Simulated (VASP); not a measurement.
# Sn (Im-3m) in VASP: settings compared

Aim: see how the results for Sn move with the level of theory and the settings. Levels: PBE+TS-HI, PBE+dDsC. Tasks: relaxation of cell and atoms.

All numbers are computed with VASP 6.6.1; they aren't measurements. Logs are shortened: lines on timing, memory, paths and dates and some standing lists are left out, and cuts for length are marked.

**1. The structure**

The structure is cubic, space group Im-3m (No. 229). The conventional cell has a = 3.789 Å, b = 3.789 Å, c = 3.789 Å, α = 90.00°, β = 90.00°, γ = 90.00°. Around Sn (site symmetry m-3m) lie 8 Sn at 3.28 Å.

This isn't the form of Sn at room conditions, which is tetragonal (white tin).

**2. Relaxation of cell and atoms, PBE+TS-HI**

Input file INCAR:

```
SYSTEM = Sn
PREC = Accurate ; ENCUT = 600
EDIFF = 1E-6 ; ISMEAR = -1
SIGMA = 0.05 ; LREAL = .False.
LASPH = .True. ; NELM = 80
ALGO = Normal ; ISIF = 3
LWAVE = .False. ; LCHARG = .False.
GGA = PE ; IVDW = 21
IBRION = 2 ; NSW = 60
EDIFFG = -0.01
```

Input file KPOINTS:

```
regular mesh
0
Gamma
  10 10 10
  0 0 0
```

Input file POSCAR:

```
Sn
1.0
   -1.8946518192      1.8946518192      1.8946518192
    1.8946518192     -1.8946518192      1.8946518192
    1.8946518192      1.8946518192     -1.8946518192
Sn
1
Direct
    0.0000000000      0.0000000000      0.0000000000
```

Potentials or basis: VASP PAW PBE potentials, release 64 (Sn_d).

Started as:

```bash
cat potpaw_PBE.64/Sn_d/POTCAR > POTCAR
mpirun -np 1 vasp_std > vasp.out
```

OUTCAR:

```text
SYSTEM = Sn
   PREC = Accurate
   ENCUT = 600
   EDIFF = 1E-6
   ISMEAR = -1
   LREAL = .False.
   LASPH = .True.
   NELM = 80
   ISIF = 3
   GGA = PE
   IVDW = 21
   IBRION = 2
   NSW = 60
   EDIFFG = -0.01
  IVDW =  21

 ion  position               nearest neighbor table
   1  0.000  0.000  0.000-

  LATTYP: Found a body centered cubic cell.
 ALAT       =     3.7893036384

  Lattice vectors:

 A1 = (  -1.8946518192,   1.8946518192,   1.8946518192)
 A2 = (   1.8946518192,  -1.8946518192,   1.8946518192)
 A3 = (   1.8946518192,   1.8946518192,  -1.8946518192)

Analysis of symmetry for initial positions (statically):
=====================================================================
 Subroutine PRICEL returns:
 Original cell was already a primitive cell.

 Routine SETGRP: Setting up the symmetry group for a
 body centered cubic supercell.

 Subroutine GETGRP returns: Found 48 space group operations
 (whereof 48 operations were pure point group operations)
 out of a pool of 48 trial point group operations.

The static configuration has the point symmetry O_h .

Analysis of symmetry for dynamics (positions and initial velocities):
=====================================================================
 Subroutine PRICEL returns:
 Original cell was already a primitive cell.

 Routine SETGRP: Setting up the symmetry group for a
 body centered cubic supercell.

 Subroutine GETGRP returns: Found 48 space group operations
 (whereof 48 operations were pure point group operations)
 out of a pool of 48 trial point group operations.

The dynamic configuration has the point symmetry O_h .

 Subroutine INISYM returns: Found 48 space group operations
 (whereof 48 operations are pure point group operations),
 and found     1 'primitive' translations

----------------------------------------------------------------------------------------

                                     Primitive cell

  volume of cell :      27.2050

  direct lattice vectors                    reciprocal lattice vectors
    -1.894651819  1.894651819  1.894651819     0.000000000  0.263900731  0.263900731
     1.894651819 -1.894651819  1.894651819     0.263900731  0.000000000  0.263900731
     1.894651819  1.894651819 -1.894651819     0.263900731  0.263900731  0.000000000

  length of vectors
     3.281633214  3.281633214  3.281633214     0.373211993  0.373211993  0.373211993

  position of ions in fractional coordinates (direct lattice)
     0.000000000  0.000000000  0.000000000

  ion indices of the primitive-cell ions
   primitive index   ion index
                 1           1

----------------------------------------------------------------------------------------

 KPOINTS: regular mesh

Automatic generation of k-mesh.
 Grid dimensions read from file:
 generate k-points for:   10   10   10

 Generating k-lattice:

  Cartesian coordinates                     Fractional coordinates (reciprocal lattice)
     0.000000000  0.026390073  0.026390073     0.100000000  0.000000000  0.000000000
     0.026390073  0.000000000  0.026390073     0.000000000  0.100000000  0.000000000
     0.026390073  0.026390073  0.000000000     0.000000000  0.000000000  0.100000000

  Length of vectors
     0.037321199  0.037321199  0.037321199

  Shift w.r.t. Gamma in fractional coordinates (k-lattice)
     0.000000000  0.000000000  0.000000000

 Subroutine IBZKPT returns following result:
 ===========================================

 Found     47 irreducible k-points:

 Following reciprocal coordinates:
            Coordinates               Weight
  0.000000  0.000000  0.000000      1.000000
  0.100000  0.000000  0.000000     12.000000
  0.200000  0.000000  0.000000     12.000000
  0.300000  0.000000  0.000000     12.000000
  0.400000  0.000000  0.000000     12.000000
  0.500000  0.000000  0.000000      6.000000
[... 16 lines left out ...]
  0.300000  0.300000  0.100000      8.000000
 -0.300000  0.300000  0.100000     24.000000
 [... further k-points ...]
   k-points           NKPTS =     47   k-points in BZ     NKDIM =     47   number of bands    NBANDS=     11
   number of dos      NEDOS =    301   number of ions     NIONS =      1
   total plane-waves  NPLWV =  21952
   dimension x,y,z NGX =    28 NGY =   28 NGZ =   28
   dimension x,y,z NGXF=    56 NGYF=   56 NGZF=   56
   ions per type =               1
   NGX,Y,Z   is equivalent  to a cutoff of  14.18, 14.18, 14.18 a.u.
   NGXF,Y,Z  is equivalent  to a cutoff of  28.37, 28.37, 28.37 a.u.
 SYSTEM =  Sn
   PREC   = accura    normal or accurate (medium, high low for compatibility)
   ISTART =      0    job   : 0-new  1-cont  2-samecut
   ICHARG =      2    charge: 1-file 2-atom 10-const
   ISPIN  =      1    spin polarized calculation?
   LNONCOLLINEAR =      F non collinear calculations
   LSORBIT =      F    spin-orbit coupling
   LASPH  =      T    aspherical Exc in radial PAW
   ENCUT  =  600.0 eV  44.10 Ry    6.64 a.u.   6.55  6.55  6.55*2*pi/ulx,y,z
   NELM   =     80;   NELMIN=  2; NELMDL= -5     # of ELM steps
   EDIFF  = 0.1E-05   stopping-criterion for ELM
   LREAL  =      F    real-space projection
   EDIFFG = -.1E-01   stopping-criterion for IOM
   NSW    =     60    number of steps for IOM
   IBRION =      2    ionic relax: 0-MD 1-quasi-New 2-CG
   NFREE  =      1    steps in history (QN), initial steepest desc. (CG)
   ISIF   =      3    stress and relaxation
   ISYM   =      2    0-nonsym 1-usesym 2-fastsym
   POTIM  = 0.5000    time-step for ionic-motion
   TEBEG  =    0.0;   TEEND  =   0.0 temperature during run
   PSTRESS=    0.0 pullay stress
   NELECT =      14.0000    total number of electrons
   NUPDOWN=      -1.0000    fix difference up-down
   EMIN   =  10.00;   EMAX   =-10.00  energy-range for DOS
   EFERMI =   0.00;   METHOD = LEGACY
   ISMEAR =    -1;   SIGMA  =   0.05  broadening in eV -4-tet -1-fermi 0-gaus
   EFERMI_NEDOS =   21; number of points for ismear=-14 and -15
   IALGO  =     38    algorithm
   IMIX   =      4    mixing-type and parameters
     AMIX     =   0.40;   BMIX     =  1.00
     AMIX_MAG =   1.60;   BMIX_MAG =  1.00
  volume/ion in A,a.u.               =      27.20       183.59
  Fermi-wavevector in a.u.,A,eV,Ry     =   1.311902  2.479136 23.416813  1.721087
  Thomas-Fermi vector in A             =   2.442332
   LORBIT       =      0    0 simple, 1 ext, 2 COOP (PROOUT), +10 PAW based schemes
   GGA     = PE    functional components
   LHFCALC =     F    Hartree Fock is set to
   AEXX    =    0.0000 exact exchange contribution
   IVDW    =    21    specifies the selected vdW correction
   LEPSILON=     F    determine dielectric tensor
   LRPA    =     F    only Hartree local field effects (RPA)
 conjugate gradient relaxation of ions
 non-spin polarized calculation
  energy-cutoff  :      600.00
  volume of cell :       27.20
 maximum number of plane-waves:       935
 NGX is ok and might be reduce to    28
   NGX = 13   NGY = 13   NGZ = 13

--------------------------------------- Ionic step        1  -------------------------------------------

 number of electron      13.9999996 magnetization

 Free energy of the ion-electron system (eV)
  ---------------------------------------------------
  ext. energy  EPLUGINS =         0.00000000
  ---------------------------------------------------
  free energy    TOTEN  =        -3.76233284 eV

  energy without entropy =       -3.75504098  energy(sigma->0) =       -3.75868691

------------------------ aborting loop because EDIFF is reached ----------------------------------------

  Hirshfeld charges:
            ion         q(e)
   ------------------------------
      1     Sn          0.000

  Tkatchenko/Scheffler method for vdW energy calculation

  Number of pair interactions contributing to vdW energy:   19338

  Edisp (eV):   -0.28474

  FORCE on cell =-STRESS in cart. coord.  units (eV):
  Direction    XX          YY          ZZ          XY          YZ          ZX
  --------------------------------------------------------------------------------------
  -------------------------------------------------------------------------------------
  Total      -0.27471    -0.27471    -0.27471     0.00000    -0.00000     0.00000
  in kB     -16.17858   -16.17858   -16.17858     0.00000    -0.00000     0.00000
  external pressure =      -16.18 kB  Pullay stress =        0.00 kB

 VOLUME and BASIS-vectors are now :
 -----------------------------------------------------------------------------
  energy-cutoff  :      600.00
  volume of cell :       27.20
      direct lattice vectors                 reciprocal lattice vectors
    -1.894651819  1.894651819  1.894651819     0.000000000  0.263900731  0.263900731
     1.894651819 -1.894651819  1.894651819     0.263900731  0.000000000  0.263900731
     1.894651819  1.894651819 -1.894651819     0.263900731  0.263900731  0.000000000

 POSITION                                       TOTAL-FORCE (eV/Angst)
 -----------------------------------------------------------------------------------
      0.00000      0.00000      0.00000        -0.000000      0.000000     -0.000000
 -----------------------------------------------------------------------------------
    total drift:                               -0.000000     -0.000000      0.000000

  FREE ENERGIE OF THE ION-ELECTRON SYSTEM (eV)
  ---------------------------------------------------
  free  energy   TOTEN  =        -4.0470747218 eV

  energy  without entropy=       -4.0397828584  energy(sigma->0) =       -4.04342879

--------------------------------------- Ionic step        2  -------------------------------------------

 number of electron      14.0000003 magnetization

 Free energy of the ion-electron system (eV)
  ---------------------------------------------------
  ext. energy  EPLUGINS =         0.00000000
  ---------------------------------------------------
  free energy    TOTEN  =        -3.75154457 eV

  energy without entropy =       -3.74491219  energy(sigma->0) =       -3.74822838

 E-fermi :   8.5526     XC(G=0): -10.5545

 val. band max:        8.5226134824   @ k =   0.2000   0.2000   0.0000
 cond. band min:       8.5592333265   @ k =  -0.4000   0.4000   0.4000
 fundamental gap:      0.0366198442
 Fermi energy:         8.5525522347

 k-point     1 :       0.0000    0.0000    0.0000
  band No.  band energies     occupation
      1     -13.0264      2.00000
      2     -13.0264      2.00000
      3     -13.0264      2.00000
      4     -12.8709      2.00000
      5     -12.8709      2.00000
      6      -2.8057      2.00000
      7      16.9106      0.00000
      8      16.9106      0.00000
      9      16.9106      0.00000
     10      20.7676      0.00000
     11      20.7676      0.00000

 k-point     2 :       0.1000    0.0000    0.0000
  band No.  band energies     occupation
      1     -13.0314      2.00000
      2     -13.0194      2.00000
      3     -13.0031      2.00000
      4     -12.8764      2.00000
      5     -12.8716      2.00000
      6      -2.5802      2.00000
      7      15.0851      0.00000
      8      16.0644      0.00000
      9      16.5876      0.00000
     10      19.2522      0.00000
     11      19.5846      0.00000
[... 295 lines left out ...]
 k-point    24 :      -0.3000    0.3000    0.1000
  band No.  band energies     occupation
      1     -13.0358      2.00000
      2     -12.9863      2.00000
      3     -12.9075      2.00000
      4     -12.8805      2.00000
      5     -12.8676      2.00000
      6      -0.5490      2.00000
      7       8.7713      0.02489
      8      12.5607      0.00000
      9      13.9024      0.00000
     10      17.7717      0.00000
     11      18.7659      0.00000

 [... further k-points ...]

------------------------ aborting loop because EDIFF is reached ----------------------------------------

  Tkatchenko/Scheffler method for vdW energy calculation

  Number of pair interactions contributing to vdW energy:   19986

  Edisp (eV):   -0.30108

  FORCE on cell =-STRESS in cart. coord.  units (eV):
  Direction    XX          YY          ZZ          XY          YZ          ZX
  --------------------------------------------------------------------------------------
  -------------------------------------------------------------------------------------
  Total       0.00415     0.00415     0.00415    -0.00000    -0.00000     0.00000
  in kB       0.25415     0.25415     0.25415    -0.00000    -0.00000     0.00000
  external pressure =        0.25 kB  Pullay stress =        0.00 kB

 VOLUME and BASIS-vectors are now :
 -----------------------------------------------------------------------------
  energy-cutoff  :      600.00
  volume of cell :       26.14
      direct lattice vectors                 reciprocal lattice vectors
    -1.869542292  1.869542292  1.869542292     0.000000000  0.267445140  0.267445140
     1.869542292 -1.869542292  1.869542292     0.267445140  0.000000000  0.267445140
     1.869542292  1.869542292 -1.869542292     0.267445140  0.267445140  0.000000000

 POSITION                                       TOTAL-FORCE (eV/Angst)
 -----------------------------------------------------------------------------------
      1.86954      1.86954      1.86954         0.000000      0.000000      0.000000
 -----------------------------------------------------------------------------------
    total drift:                                0.000000      0.000000      0.000000

  FREE ENERGIE OF THE ION-ELECTRON SYSTEM (eV)
  ---------------------------------------------------
  free  energy   TOTEN  =        -4.0526206024 eV

  energy  without entropy=       -4.0459882280  energy(sigma->0) =       -4.04930442

 reached required accuracy - stopping structural energy minimisation
```

Wall time 74 s (1 thread of Intel Xeon Platinum 8259CL at 2.50GHz (Skylake/Cascade Lake), shared host); peak memory 0.17 GiB.

What came out:

| Item | Value |
| --- | --- |
| Free energy | -4.0526 eV |
| Relaxed volume | 26.14 Å³/atom |
| Relaxed cell | a = 3.238 Å, b = 3.238 Å, c = 3.238 Å, α = 109.47°, β = 109.47°, γ = 109.47° |
| Space group after relaxing (to 0.05 Å) | Im-3m (No. 229) |
| Energy gained by relaxing | 5.5 meV/atom |
| Ionic steps | 2 |
| Pressure after relaxing | 0.0 GPa |
| Band gap on the k mesh | none (metal or under the smearing width) |
| Dispersion energy per atom | -0.301 eV |

The path:
```
step  energy change (eV)  largest force (eV/Å)  pressure (GPa)  volume (Å³)
   1              0.0000                0.0000           -1.62        27.20
   2             -0.0055                0.0000            0.03        26.14
```

Final structure:
```
CELL_PARAMETERS angstrom
-1.86954 1.86954 1.86954
1.86954 -1.86954 1.86954
1.86954 1.86954 -1.86954
ATOMIC_POSITIONS crystal
Sn 0.00000 0.00000 0.00000
```

Caveat: pairwise dispersion overbinds metals, which lowers pressure and volume.

[end of part 1 of 2]
